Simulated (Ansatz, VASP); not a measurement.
# One calculation of BN, two programs

```
CELL_PARAMETERS angstrom
1.25112 0.72234 3.37293
-1.25112 0.72234 3.37293
0.00000 -1.44467 3.37293
ATOMIC_POSITIONS crystal
B 0.99967 0.99967 0.99967
N 0.33276 0.33276 0.33276
```

The cell is a database's computed one.

Alike in both runs: task single point; functional PBEsol; k mesh 8 × 8 × 8; no spin polarisation.

|  | VASP | Ansatz |
| --- | --- | --- |
| version | VASP 6.6.1 | Ansatz 0.2.0 |
| potentials or method | VASP PAW PBE potentials, release 64 (B, N) | plane waves, PAW |
| plane-wave cutoff (eV) | 520 | 450 |
| occupations | gaussian, width 0.01 eV | fixed |
| valence electrons in the cell | 8 | 8 |

VASP gave:

- gap on the k mesh at the Fermi level (eV): 4.19
- pressure (GPa): 1.0
- largest component of the traceless stress (GPa): 0.69

Task: Which values does Ansatz return?

Result: gap on the k mesh at the Fermi level (eV): 4.19; pressure (GPa): 0.7; largest component of the traceless stress (GPa): 0.26.

Caveats: the PAW data sets were made with another functional, which shifts forces and pressure a little (VASP). A k mesh can miss the band edges. As with any semilocal functional, this PBEsol gap is likely too small.
